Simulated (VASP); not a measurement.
# SiMo3 in VASP: a series of runs, part 2 of 3

VASP 6.6.1. Earlier steps stand in the parts before.

### 3 Relaxation of cell and atoms, PBE

This run uses another cell than the first one: it holds 8 atoms, not 4.

Contents of INCAR:

```
SYSTEM = SiMo3
PREC = Normal
ENCUT = 520
EDIFF = 1E-4
ISMEAR = 0
SIGMA = 0.15
LREAL = .False.
LASPH = .True.
NELM = 60
ALGO = Fast
ISIF = 3
LWAVE = .False.
LCHARG = .False.
GGA = PE
IBRION = 2
NSW = 24
EDIFFG = -0.08
KPAR = 2
```

Contents of KPOINTS:

```
Automatic mesh
0
Gamma
  4 4 4
  0 0 0
```

Contents of POSCAR:

```
SiMo3
1.0
    0.0000000000      4.2729232700      4.2729232700
    4.2729232700      0.0000000000      4.2729232700
    4.2729232700      4.2729232700      0.0000000000
Si Mo
2 6
Direct
    0.0000000000      0.0000000000      0.0000000000
    0.5000000000      0.5000000000      0.5000000000
    0.2758278000      0.7241722000      0.7241722000
    0.7241722000      0.2758278000      0.2758278000
    0.7241722000      0.2758278000      0.7241722000
    0.2758278000      0.7241722000      0.2758278000
    0.7241722000      0.7241722000      0.2758278000
    0.2758278000      0.2758278000      0.7241722000
```

Potentials or basis: VASP PAW PBE potentials, release 64 (Si, Mo_sv).

Launch:

```bash
cat potpaw_PBE.64/Si/POTCAR potpaw_PBE.64/Mo_sv/POTCAR > POTCAR
mpirun -np 2 vasp_std > vasp.out
```

OUTCAR:

```text
SYSTEM = SiMo3
   PREC = Normal
   ENCUT = 520
   EDIFF = 1E-4
   ISMEAR = 0
   LREAL = .False.
   LASPH = .True.
   NELM = 60
   ISIF = 3
   GGA = PE
   IBRION = 2
   NSW = 24
   EDIFFG = -0.08

 ion  position               nearest neighbor table
   1  0.000  0.000  0.000-   3 2.36   4 2.36   5 2.36   6 2.36   7 2.36   8 2.36
   2  0.500  0.500  0.500-   3 1.92   4 1.92   5 1.92   6 1.92   7 1.92   8 1.92
   3  0.276  0.724  0.724-   2 1.92   1 2.36   5 2.71   6 2.71   7 2.71   8 2.71   8 3.33   6 3.33
                             5 3.33   7 3.33
   4  0.724  0.276  0.276-   2 1.92   1 2.36   5 2.71   6 2.71   7 2.71   8 2.71   8 3.33   6 3.33
                             5 3.33   7 3.33
   5  0.724  0.276  0.724-   2 1.92   1 2.36   3 2.71   4 2.71   7 2.71   8 2.71   8 3.33   3 3.33
                             4 3.33   7 3.33
   6  0.276  0.724  0.276-   2 1.92   1 2.36   3 2.71   4 2.71   7 2.71   8 2.71   8 3.33   3 3.33
                             4 3.33   7 3.33
   7  0.724  0.724  0.276-   2 1.92   1 2.36   3 2.71   4 2.71   5 2.71   6 2.71   4 3.33   5 3.33
                             6 3.33   3 3.33
   8  0.276  0.276  0.724-   2 1.92   1 2.36   3 2.71   4 2.71   5 2.71   6 2.71   6 3.33   3 3.33
                             4 3.33   5 3.33

  LATTYP: Found a face centered cubic cell.
 ALAT       =     8.5458465400

  Lattice vectors:

 A1 = (   0.0000000000,   4.2729232700,   4.2729232700)
 A2 = (   4.2729232700,   0.0000000000,   4.2729232700)
 A3 = (   4.2729232700,   4.2729232700,   0.0000000000)

Analysis of symmetry for initial positions (statically):
=====================================================================
 Subroutine PRICEL returns:
 Original cell was already a primitive cell.

 Routine SETGRP: Setting up the symmetry group for a
 face centered cubic supercell.

 Subroutine GETGRP returns: Found 48 space group operations
 (whereof 48 operations were pure point group operations)
 out of a pool of 48 trial point group operations.

The static configuration has the point symmetry O_h .

Analysis of symmetry for dynamics (positions and initial velocities):
=====================================================================
 Subroutine PRICEL returns:
 Original cell was already a primitive cell.

 Routine SETGRP: Setting up the symmetry group for a
[... 121 lines left out ...]
     AMIX_MAG =   1.60;   BMIX_MAG =  1.00
  volume/ion in A,a.u.               =      19.50       131.62
  Fermi-wavevector in a.u.,A,eV,Ry     =   1.372784  2.594186 25.640684  1.884537
  Thomas-Fermi vector in A             =   2.498360
   LORBIT       =      0    0 simple, 1 ext, 2 COOP (PROOUT), +10 PAW based schemes
   GGA     = PE    functional components
   LHFCALC =     F    Hartree Fock is set to
   AEXX    =    0.0000 exact exchange contribution
   IVDW    =     0    specifies the selected vdW correction
   LEPSILON=     F    determine dielectric tensor
   LRPA    =     F    only Hartree local field effects (RPA)
 conjugate gradient relaxation of ions
 non-spin polarized calculation
 RMM-DIIS sequential band-by-band and
 Gauss-broadening in eV      SIGMA  =   0.15
  energy-cutoff  :      520.00
  volume of cell :      156.03
 maximum number of plane-waves:      4279
   NGX = 23   NGY = 23   NGZ = 23

--------------------------------------- Ionic step        1  -------------------------------------------

 number of electron      91.9999993 magnetization

 Free energy of the ion-electron system (eV)
  ---------------------------------------------------
  ext. energy  EPLUGINS =         0.00000000
  ---------------------------------------------------
  free energy    TOTEN  =       -50.45801720 eV

  energy without entropy =      -50.35684554  energy(sigma->0) =      -50.40743137

------------------------ aborting loop because EDIFF is reached ----------------------------------------

  FORCE on cell =-STRESS in cart. coord.  units (eV):
  Direction    XX          YY          ZZ          XY          YZ          ZX
  --------------------------------------------------------------------------------------
  -------------------------------------------------------------------------------------
  Total       47.4459815     47.4459815     47.4459815     -0.0000000      0.0000000      0.0000000
  in kB      487.1971508    487.1971508    487.1971508     -0.0000000      0.0000000      0.0000000
  external PRESSURE =     487.1971508 kB  Pullay stress =       0.0000000 kB
[... 1052 lines left out ...]
     54       6.2337      0.00000
     55       6.2528      0.00000

[... ionic steps 4 to 11 ...]

--------------------------------------- Ionic step       12  -------------------------------------------

 number of electron      91.9999993 magnetization

------------------------ aborting loop because EDIFF is reached ----------------------------------------
[... 79 lines left out ...]
--------------------------------------- Ionic step       14  -------------------------------------------

 number of electron      91.9999989 magnetization

 Free energy of the ion-electron system (eV)
  ---------------------------------------------------
  ext. energy  EPLUGINS =         0.00000000
  ---------------------------------------------------
  free energy    TOTEN  =       -59.70239835 eV

  energy without entropy =      -59.55652287  energy(sigma->0) =      -59.62946061

 E-fermi :   5.7572     XC(G=0): -10.2372

 val. band max:        5.7351350251   @ k =   0.5000   0.5000   0.0000
 cond. band min:       5.7694986774   @ k =  -0.2500   0.2500   0.0000
 fundamental gap:      0.0343636523
 Fermi energy:         5.7571611875
[... 497 lines left out ...]
  FREE ENERGIE OF THE ION-ELECTRON SYSTEM (eV)
  ---------------------------------------------------
  free  energy   TOTEN  =       -59.7023983489 eV

  energy  without entropy=      -59.5565228674  energy(sigma->0) =      -59.62946061

 reached required accuracy - stopping structural energy minimisation
```

Run time: 3.4 min. Hardware: 2 MPI ranks of Intel Xeon 6975P-C (Granite Rapids), shared host; peak memory 0.24 GiB.

Results:

```yaml
Free_energy: -59.7024 eV
Relaxed_volume: 23.50 Å³/atom
Relaxed_cell: a = 6.431 Å, b = 6.431 Å, c = 6.431 Å, α = 60.00°, β = 60.00°, γ = 60.00°
Space_group_after_relaxing_to_0.05_Å: Pm-3m (No. 221)
Energy_gained_by_relaxing: 1155.5 meV/atom
Ionic_steps: 14
Pressure_after_relaxing: -0.2 GPa
Largest_force_after_relaxing: 0.024 eV/Å
Band_gap_on_the_k_mesh: none (metal or under the smearing width)
```

Forces in eV/Å, atoms in the order of the input:
```
Si   0.000  0.000  0.000
Si   0.000  0.000  0.000
Mo  -0.024  0.000  0.000
Mo   0.024  0.000  0.000
Mo   0.000 -0.024  0.000
Mo   0.000  0.024  0.000
Mo   0.000  0.000 -0.024
Mo   0.000  0.000  0.024
```

Step by step:
```tsv
step	energy change (eV)	largest force (eV/Å)	pressure (GPa)	volume (Å³)
1	0.0000	10.9546	48.72	156.03
2	1.6718	1.3448	-13.13	331.93
3	-1.3896	0.7023	-14.65	289.20
4	-4.3248	0.1379	-14.90	256.13
5	-8.9181	0.1667	-6.77	201.96
6	-8.7175	1.7771	7.30	178.35
7	-9.1867	0.3101	-2.66	192.67
8	-9.1961	0.4921	-1.16	190.36
9	-9.1961	0.4256	-1.55	191.09
10	-9.2406	0.0590	0.73	186.36
11	-9.2417	0.1101	0.65	186.88
12	-9.2416	0.1345	0.45	187.12
13	-9.2416	0.1210	0.44	187.05
14	-9.2444	0.0244	-0.25	188.03
```

Final structure:
```xyz
8
Lattice="0.0000 4.5471 4.5471 4.5471 0.0000 4.5471 4.5471 4.5471 0.0000" Properties=species:S:1:pos:R:3 pbc="T T T"
Si    4.5471    4.5471    0.0000
Si    4.5471    4.5471    4.5471
Mo    6.8215    4.5471    4.5471
Mo    2.2726    4.5471    4.5471
Mo    4.5471    6.8215    4.5471
Mo    4.5471    2.2726    4.5471
Mo    4.5471    4.5471    6.8215
Mo    4.5471    4.5471    2.2726
```

Caveat: the volume moved by over 15 % at a fixed basis, so the end points are rough; the relaxation stopped at a loose force limit of 0.08 eV/Å, so its end isn't a converged minimum.

### 4 Relaxation of cell and atoms, PBE

This run uses another cell than the first one: it holds 8 atoms, not 4.

INCAR is that of step 3.

Contents of KPOINTS:

```
Automatic mesh
0
Gamma
  3 3 3
  0 0 0
```

Contents of POSCAR:

```
SiMo3
1.0
    5.2444632100      0.0000000000      0.0000000000
    0.0000000000      5.2444632100      0.0000000000
    0.0000000000      0.0000000000      5.2444632100
Si Mo
2 6
Direct
    0.0000000000      0.0000000000      0.0000000000
    0.5000000000      0.5000000000      0.5000000000
    0.2500000000      0.5000000000      0.0000000000
    0.7500000000      0.5000000000      0.0000000000
    0.0000000000      0.2500000000      0.5000000000
    0.0000000000      0.7500000000      0.5000000000
    0.5000000000      0.0000000000      0.2500000000
    0.5000000000      0.0000000000      0.7500000000
```

Potentials or basis: VASP PAW PBE potentials, release 64 (Si, Mo_sv).

Launch:

```bash
cat potpaw_PBE.64/Si/POTCAR potpaw_PBE.64/Mo_sv/POTCAR > POTCAR
mpirun -np 2 vasp_std > vasp.out
```

OUTCAR:

```text
SYSTEM = SiMo3
   PREC = Normal
   ENCUT = 520
   EDIFF = 1E-4
   ISMEAR = 0
   LREAL = .False.
   LASPH = .True.
   NELM = 60
   ISIF = 3
   GGA = PE
   IBRION = 2
   NSW = 24
   EDIFFG = -0.08

 ion  position               nearest neighbor table
   1  0.000  0.000  0.000-   3 2.93   4 2.93   5 2.93   6 2.93   7 2.93   8 2.93   5 2.93   6 2.93
                             3 2.93   4 2.93   7 2.93   8 2.93
   2  0.500  0.500  0.500-   3 2.93   4 2.93   5 2.93   6 2.93   7 2.93   8 2.93   3 2.93   4 2.93
                             7 2.93   8 2.93   5 2.93   6 2.93
   3  0.250  0.500  0.000-   4 2.62   4 2.62   1 2.93   2 2.93   1 2.93   2 2.93   8 3.21   5 3.21
                             5 3.21   6 3.21   6 3.21   7 3.21   8 3.21   7 3.21
   4  0.750  0.500  0.000-   3 2.62   3 2.62   1 2.93   2 2.93   1 2.93   2 2.93   8 3.21   5 3.21
                             5 3.21   6 3.21   6 3.21   7 3.21   8 3.21   7 3.21
   5  0.000  0.250  0.500-   6 2.62   6 2.62   1 2.93   1 2.93   2 2.93   2 2.93   8 3.21   4 3.21
                             3 3.21   4 3.21   3 3.21   7 3.21   7 3.21   8 3.21
[... 198 lines left out ...]
      2     -51.5496      2.00000
      3     -51.5496      2.00000
      4     -51.3924      2.00000
      5     -51.3924      2.00000
      6     -51.3924      2.00000
[... 388 lines left out ...]
--------------------------------------- Ionic step        5  -------------------------------------------

 number of electron      92.0000061 magnetization

 Free energy of the ion-electron system (eV)
  ---------------------------------------------------
  ext. energy  EPLUGINS =         0.00000000
  ---------------------------------------------------
  free energy    TOTEN  =       -79.16354957 eV

  energy without entropy =      -79.09789497  energy(sigma->0) =      -79.13072227

 E-fermi :  12.7043     XC(G=0): -13.0595

 val. band max:       12.4876224041   @ k =   0.3333   0.3333   0.0000
 cond. band min:      12.7101461457   @ k =   0.3333   0.3333   0.3333
 fundamental gap:      0.2225237416
 Fermi energy:        12.7042791560

 k-point     1 :       0.0000    0.0000    0.0000
  band No.  band energies     occupation
      1     -48.6552      2.00000
      2     -48.5444      2.00000
      3     -48.5444      2.00000
      4     -48.2238      2.00000
      5     -48.2238      2.00000
      6     -48.2238      2.00000
[... 256 lines left out ...]
  FREE ENERGIE OF THE ION-ELECTRON SYSTEM (eV)
  ---------------------------------------------------
  free  energy   TOTEN  =       -79.1635495663 eV

  energy  without entropy=      -79.0978949737  energy(sigma->0) =      -79.13072227

 reached required accuracy - stopping structural energy minimisation
```

OSZICAR:

```text
N       E                     dE             d eps       ncg     rms          rms(c)
DAV:   1     0.106759379945E+04    0.10676E+04   -0.55752E+04   456   0.167E+03
DAV:   2    -0.297075377901E+02   -0.10973E+04   -0.10728E+04   476   0.513E+02
DAV:   3    -0.791631139125E+02   -0.49456E+02   -0.47693E+02   569   0.929E+01
[... 54 lines left out ...]
RMM:   3    -0.791634082642E+02    0.16512E-02   -0.66250E-02   440   0.104E+00    0.577E-01
RMM:   4    -0.791638607053E+02   -0.45244E-03   -0.11705E-02   441   0.449E-01    0.172E-01
RMM:   5    -0.791636581837E+02    0.20252E-03   -0.23583E-03   454   0.263E-01    0.115E-01
RMM:   6    -0.791635148787E+02    0.14331E-03   -0.15051E-03   385   0.143E-01    0.160E-02
RMM:   7    -0.791635495663E+02   -0.34688E-04   -0.30599E-04   299   0.589E-02
   5 F= -.79163550E+02 E0= -.79130722E+02  d E =-.316970E+01
```

It took 30 s on 2 MPI ranks of Intel Xeon 6975P-C (Granite Rapids), shared host; peak memory 0.17 GiB.

Results:

| Item | Value |
| --- | --- |
| Free energy | -79.1635 eV |
| Relaxed volume | 14.75 Å³/atom |
| Relaxed cell | a = 4.905 Å, b = 4.905 Å, c = 4.905 Å, α = 90.00°, β = 90.00°, γ = 90.00° |
| Space group after relaxing (to 0.05 Å) | Pm-3n (No. 223) |
| Energy gained by relaxing | 396.2 meV/atom |
| Ionic steps | 5 |
| Pressure after relaxing | -0.2 GPa |
| Band gap on the k mesh | none (metal or under the smearing width) |

The path:
```
step  energy change (eV)  largest force (eV/Å)  pressure (GPa)  volume (Å³)
   1              0.0000                0.0000          -32.05       144.25
   2             13.6817                0.0000          204.90        81.29
   3             -3.1175                0.0000           -5.68       120.75
   4             -3.1617                0.0000           -2.12       118.99
   5             -3.1697                0.0000           -0.18       117.99
```

Final structure:
```cif
data_structure
_symmetry_space_group_name_H-M 'P 1'
_symmetry_Int_Tables_number 1
_cell_length_a 4.9048
_cell_length_b 4.9048
_cell_length_c 4.9048
_cell_angle_alpha 90.000
_cell_angle_beta 90.000
_cell_angle_gamma 90.000
_cell_volume 117.99
loop_
_atom_site_label
_atom_site_type_symbol
_atom_site_fract_x
_atom_site_fract_y
_atom_site_fract_z
_atom_site_occupancy
Si1 Si 0.00000 0.00000 0.00000 1
Si2 Si 0.50000 0.50000 0.50000 1
Mo1 Mo 0.25000 0.50000 0.00000 1
Mo2 Mo 0.75000 0.50000 0.00000 1
Mo3 Mo 0.00000 0.25000 0.50000 1
Mo4 Mo 0.00000 0.75000 0.50000 1
Mo5 Mo 0.50000 0.00000 0.25000 1
Mo6 Mo 0.50000 0.00000 0.75000 1
```

Levels at points of the mesh, in eV from the Fermi level:
```
           k point  band 41  band 42  band 43  band 44  band 45  band 46  band 47  band 48  band 49  band 50
(0.00, 0.00, 0.00)    -2.22    -2.22    -1.63    -1.63     1.15     1.15     1.15     1.91     2.26     2.26
```

Caveat: the k mesh is coarse (spacing up to 0.40 Å⁻¹), so the values aren't converged; the volume moved by over 15 % at a fixed basis, so the end points are rough; the relaxation stopped at a loose force limit of 0.08 eV/Å, so its end isn't a converged minimum.

[end of part 2 of 3]
